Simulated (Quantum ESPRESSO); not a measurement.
The system is GaN.

```
Ga N
1.0
     0.00000    2.25350    2.25350
     2.25350    0.00000    2.25350
     2.25350    2.25350    0.00000
Ga N
1 1
Direct
  0.00000 0.00000 0.00000
  0.25000 0.25000 0.25000
```

The cell is a database's computed one.

| Quantity | Value |
| --- | --- |
| Program | Quantum ESPRESSO 7.5 |
| Task | phonons |
| Functional | PBE |
| Potentials or basis | GBRV 1.5 PBE |
| Cutoff | 762 eV |
| Density cutoff | 6095 eV |
| k mesh | 8 × 8 × 8, shifted |
| Occupations | fermi-dirac, width 0.05 eV |
| Spin | no spin polarisation |
| Mixing beta | 0.5 |
| Most SCF iterations | 120 |
| SCF threshold | 4e-10 Ry |

The cell and the atoms were relaxed first, to 11.78 Å³/atom (a = 3.218 Å, b = 3.218 Å, c = 3.218 Å, α = 60.00°, β = 60.00°, γ = 60.00°), and the response was taken there.

The first run showed a gap, so the response started from a second, tighter run with fixed occupations.

Problem. How polar is the lattice: what are the Born charges, the two dielectric constants and the LO-TO splitting?

Solution. Born charges ±2.69 e; dielectric constants 6.09 (electrons alone) and 10.95 (static); transverse and longitudinal modes at 516 and 692 cm⁻¹.
